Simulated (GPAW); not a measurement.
Set up this calculation in GPAW 26.7.0, as an ASE script.

```
Task                : relaxation of cell and atoms
Functional          : BLYP
Dispersion          : D4
Potentials or basis : PAW data sets generated in the run's folder for this functional
Cutoff              : 600 eV
Basis               : pw
k mesh              : 8 × 8 × 8
Occupations         : fermi-dirac, width 0.05 eV
Spin                : no spin polarisation
Eigensolver         : davidson
Maxiter             : 150
Optimizer           : BFGS
Fmax                : 0.02 eV/Å
Max steps           : 60
Convergence         : density=1e-05 forces=0.0001
```

The structure of CdSe lies in CdSe.xyz:

```xyz
2
Lattice="0.0000000000 3.0702711986 3.0702711986 3.0702711986 0.0000000000 3.0702711986 3.0702711986 3.0702711986 0.0000000000" Properties=species:S:1:pos:R:3 pbc="T T T"
Cd     0.0000000000      0.0000000000      0.0000000000
Se     1.5351355993      1.5351355993      1.5351355993
```

Measurements of this composition are mostly on another form, of space group No. 186.

One way to write it, as run:

run.py

```python
from ase.calculators.mixing import SumCalculator
from ase.filters import FrechetCellFilter
from ase.io import read, write
from ase.optimize import BFGS
from dftd4.ase import DFTD4
from gpaw import GPAW, PW, setup_paths

setup_paths.insert(0, '.')

atoms = read('CdSe.xyz')

calc = GPAW(mode=PW(600),
            xc='BLYP',
            kpts={'size': (8, 8, 8), 'gamma': True},
            occupations={'name': 'fermi-dirac', 'width': 0.05},
            nbands=18,
            convergence={'density': 1e-05, 'forces': 0.0001},
            eigensolver='davidson',
            maxiter=150,
            txt='gpaw.txt')
atoms.calc = SumCalculator([calc, DFTD4(method='blyp')])
opt = BFGS(FrechetCellFilter(atoms), trajectory='relax.traj', logfile='-')
done = opt.run(fmax=0.02, steps=60)
calc.write('gs.gpw')
write('result.traj', atoms)
print('Converged:', done)
print('Cell:', atoms.cell.cellpar().round(4))
print('Volume:', round(atoms.get_volume(), 4))
print(atoms.get_scaled_positions().round(5))
```

Potentials or basis: PAW data sets generated in the run's folder for this functional, pw.

Launch:

```console
$ gpaw-setup -f BLYP Cd Se
$ OMP_NUM_THREADS=1 python run.py
```

Results of the run:

* Pressure after relaxing: 0.0 GPa
* Band gap on the k mesh: 0.47 eV, direct
* Dispersion energy per atom: -0.586 eV

Caveat: the relaxation stopped at its first step, so nothing moved; later steps reuse the first step's grids.

Wall time 20 s on 1 thread of Arm Neoverse V1, on a shared host, peak memory 0.17 GiB.
